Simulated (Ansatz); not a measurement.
# AlCo: the cost of one run

Computed with Ansatz 0.2.0 (DFT PBE, scalar-relativistic, plane waves, PAW, unless a step's input says otherwise).

4 further runs of the same task are left out: 1 that didn't finish, 3 set aside as unsound or not needed.

### Step 1. The system as given

It takes space group Pm-3m (No. 221, cubic). The conventional cell has a = 2.852 Å, b = 2.852 Å, c = 2.852 Å, α = 90.00°, β = 90.00°, γ = 90.00°. Al (site symmetry m-3m) has 8 Co at 2.47 Å as nearest neighbours. Co (site symmetry m-3m) has 8 Al at 2.47 Å as nearest neighbours.

As a file:

```cif
data_structure
_symmetry_space_group_name_H-M 'P 1'
_symmetry_Int_Tables_number 1
_cell_length_a 2.8519
_cell_length_b 2.8519
_cell_length_c 2.8519
_cell_angle_alpha 90.000
_cell_angle_beta 90.000
_cell_angle_gamma 90.000
_cell_volume 23.20
loop_
_atom_site_label
_atom_site_type_symbol
_atom_site_fract_x
_atom_site_fract_y
_atom_site_fract_z
_atom_site_occupancy
Al1 Al 0.00000 0.00000 0.00000 1
Co1 Co 0.50000 0.50000 0.50000 1
```

It goes back to an entry of the Materials Project.

It is the result of an earlier relaxation at this level (volume 11.60 Å³/atom; gap on the mesh: none (metal)).

### Step 2. Zero of the scan

Input file input.yaml:

```yaml
crystal:
  lattice:
    - [2.8519024094, 0.0, 0.0]
    - [0.0, 2.8519024094, 0.0]
    - [0.0, 0.0, 2.8519024094]
  atoms:
    - { symbol: Al, position: [0.0, 0.0, 0.0] }
    - { symbol: Co, position: [0.5, 0.5, 0.5] }
basis:
  ecutwfc: 420
kpoints:
  mp_grid: { grid: [22, 22, 22] }
hamiltonian:
  xc: pbe
scf:
  occupations: { method: gaussian, width: 0.15 }
output:
  forces: true
  stress: true
  eigenvalues: true
  write_density: true
  write_potential: true
  elf: true
  volumetric_format: npy
```

Launch:

```
> ansatz run input.yaml --threads 1 --pin off --max-ram 2560MiB --backend cpu --events-out ev --progress --plain --runs-dir out
```

What time and memory should one allow on 1 thread of Arm Neoverse V1, shared host?

About 8.5 s, with a peak of 0.38 GiB.
